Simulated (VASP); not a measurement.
# AlN, equation of state: which settings are enough?

AlN, F-43m (no. 216), 2 atoms in the cell. LDA; PAW potentials Al, N (LDA set). VASP 6.6.1.

Wanted: equilibrium volume within 0.05 %; bulk modulus within 0.4 %.

What the run is for: equation of state; Accuracy asked: tight.

The series start from Plane-wave cutoff (eV): 520; k-point mesh: 9 × 9 × 9; Volumes: 5 from 0.92 to 1.08; Precision mode (PREC): Accurate; Electronic threshold (eV): 1e-6; Aspherical gradient terms in the spheres (LASPH): yes; Start of each volume: each volume from scratch. Each series keeps the choices made before it, and each single choice may use up half of a tolerance. Times cover all steps of a run.

## Plane-wave cutoff (eV)

| Plane-wave cutoff (eV) | Equilibrium volume (Å³/atom) | Bulk modulus (GPa) | Time (s) |
|---|---|---|---|
| 320 | 10.3 | 210 | 14 |
| 400 | 10.27 | 210 | 18 |
| 460 | 10.27 | 211 | 18 |
| 520 | 10.27 | 211 | 18 |
| 600 | 10.27 | 211 | 37 |
| 700 | 10.27 | 211.2 | 48 |
| 840 (reference) | 10.27 | 211.3 | 48 |

Chosen: 520, the loosest value from which every tighter one stays within half of the tolerance.

## k-point mesh

| k-point mesh | Equilibrium volume (Å³/atom) | Bulk modulus (GPa) | Time (s) |
|---|---|---|---|
| 3 × 3 × 3 | 10.29 | 211.1 | 6.7 |
| 4 × 4 × 4 | 10.27 | 211.2 | 8.0 |
| 5 × 5 × 5 | 10.27 | 211.3 | 8.4 |
| 6 × 6 × 6 | 10.27 | 210.9 | 11 |
| 7 × 7 × 7 | 10.27 | 211 | 13 |
| 9 × 9 × 9 | 10.27 | 211 | 18 |
| 11 × 11 × 11 | 10.27 | 211 | 26 |
| 14 × 14 × 14 (reference) | 10.27 | 211 | 40 |

Chosen: 5 × 5 × 5.

## Volumes

| Volumes | Equilibrium volume (Å³/atom) | Bulk modulus (GPa) | Time (s) |
|---|---|---|---|
| 5 from 0.88 to 1.12 | 10.27 | 211 | 8.7 |
| 5 from 0.92 to 1.08 | 10.27 | 211.3 | 8.4 |
| 7 from 0.91 to 1.09 (reference) | 10.27 | 211.1 | 11 |

Chosen: 5 from 0.88 to 1.12.

## Precision mode (PREC)

| Precision mode (PREC) | Equilibrium volume (Å³/atom) | Bulk modulus (GPa) | Time (s) |
|---|---|---|---|
| SingleN | 10.27 | 211 | 6.4 |
| Normal | 10.27 | 211 | 6.8 |
| Accurate (reference) | 10.27 | 211 | 8.7 |

Chosen: SingleN.

## Electronic threshold (eV)

| Electronic threshold (eV) | Equilibrium volume (Å³/atom) | Bulk modulus (GPa) | Time (s) |
|---|---|---|---|
| 0.001 | 10.27 | 211 | 6.0 |
| 0.0001 | 10.27 | 211 | 6.2 |
| 1e-5 | 10.27 | 211 | 6.8 |
| 1e-6 | 10.27 | 211 | 6.4 |
| 1e-7 (reference) | 10.27 | 211 | 7.0 |

Chosen: 0.001.

## Aspherical gradient terms in the spheres (LASPH)

| Aspherical gradient terms in the spheres (LASPH) | Equilibrium volume (Å³/atom) | Bulk modulus (GPa) | Time (s) |
|---|---|---|---|
| no | 10.27 | 211 | 5.2 |
| yes (reference) | 10.27 | 211 | 6.0 |

Chosen: no.

## Start of each volume

| Start of each volume | Equilibrium volume (Å³/atom) | Bulk modulus (GPa) | Time (s) |
|---|---|---|---|
| each volume from scratch | 10.27 | 211 | 5.2 |
| orbitals of the volume before (WAVECAR) | 10.27 | 211.4 | 4.6 |

Chosen: each volume from scratch; no other choice that stays within half of the tolerance saves 30 % of the time.

## All choices together

| Input | Equilibrium volume (Å³/atom) | Bulk modulus (GPa) | Time (s) |
|---|---|---|---|
| the program's defaults (naive) | 10.29 | 203.4 | 4.6 |
| chosen settings | 10.27 | 211 | 5.2 |
| reference settings throughout | 10.27 | 211.2 | 201 |

The tolerance is met.

## The input

INCAR:
```
SYSTEM = AlN
  GGA = CA
  ISMEAR = 0
  SIGMA = 0.03
  LWAVE = .False.
  LCHARG = .False.
  ISIF = 2
  NSW = 0
  PREC = SingleN
  LASPH = .False.
  LREAL = .False.
  ALGO = Normal
  EDIFF = 0.001
  NELM = 120
  GGA_COMPAT = .False.
  ENCUT = 520
  EFERMI = MIDGAP
```

KPOINTS:
```
Automatic mesh
0
Gamma
  5 5 5
  0 0 0
```

POSCAR.step1:
```
AlN
1.0
    0.0000000000      2.0928860218      2.0928860218
    2.0928860218      0.0000000000      2.0928860218
    2.0928860218      2.0928860218      0.0000000000
Al N
1 1
Direct
    0.0000000000      0.0000000000      0.0000000000
    0.2500000000      0.2500000000      0.2500000000
```

POSCAR.step2:
```
AlN
1.0
    0.0000000000      2.1394097525      2.1394097525
    2.1394097525      0.0000000000      2.1394097525
    2.1394097525      2.1394097525      0.0000000000
Al N
1 1
Direct
    0.0000000000      0.0000000000      0.0000000000
    0.2500000000      0.2500000000      0.2500000000
```

POSCAR.step3:
```
AlN
1.0
    0.0000000000      2.1839935596      2.1839935596
    2.1839935596      0.0000000000      2.1839935596
    2.1839935596      2.1839935596      0.0000000000
Al N
1 1
Direct
    0.0000000000      0.0000000000      0.0000000000
    0.2500000000      0.2500000000      0.2500000000
```

POSCAR.step4:
```
AlN
1.0
    0.0000000000      2.2268278375      2.2268278375
    2.2268278375      0.0000000000      2.2268278375
    2.2268278375      2.2268278375      0.0000000000
Al N
1 1
Direct
    0.0000000000      0.0000000000      0.0000000000
    0.2500000000      0.2500000000      0.2500000000
```

POSCAR.step5:
```
AlN
1.0
    0.0000000000      2.2680747353      2.2680747353
    2.2680747353      0.0000000000      2.2680747353
    2.2680747353      2.2680747353      0.0000000000
Al N
1 1
Direct
    0.0000000000      0.0000000000      0.0000000000
    0.2500000000      0.2500000000      0.2500000000
```

Commands (each step's output is kept before the next begins):
```
cat potpaw_LDA.64/Al/POTCAR potpaw_LDA.64/N/POTCAR > POTCAR
cp POSCAR.step1 POSCAR
mpirun -np 1 vasp_std > vasp.out
cp POSCAR.step2 POSCAR
mpirun -np 1 vasp_std > vasp.out
cp POSCAR.step3 POSCAR
mpirun -np 1 vasp_std > vasp.out
cp POSCAR.step4 POSCAR
mpirun -np 1 vasp_std > vasp.out
cp POSCAR.step5 POSCAR
mpirun -np 1 vasp_std > vasp.out
```

The chosen input took VASP 6.6.1 5.2 s on 1 core (Intel Xeon Platinum 8259CL @ 2.50GHz (Skylake/Cascade Lake)), a shared host.

## An input that fails: cutoff far too low

It runs to its end, but against the unchanged starting input it is off by 0.3 % in the equilibrium volume, 25 % in the bulk modulus.

Changes against the starting input:
```
(all steps)
- PREC = Accurate
- NELM = 120
- ENCUT = 520
+ PREC = Low
+ NELM = 97
+ ENCUT = 240
```
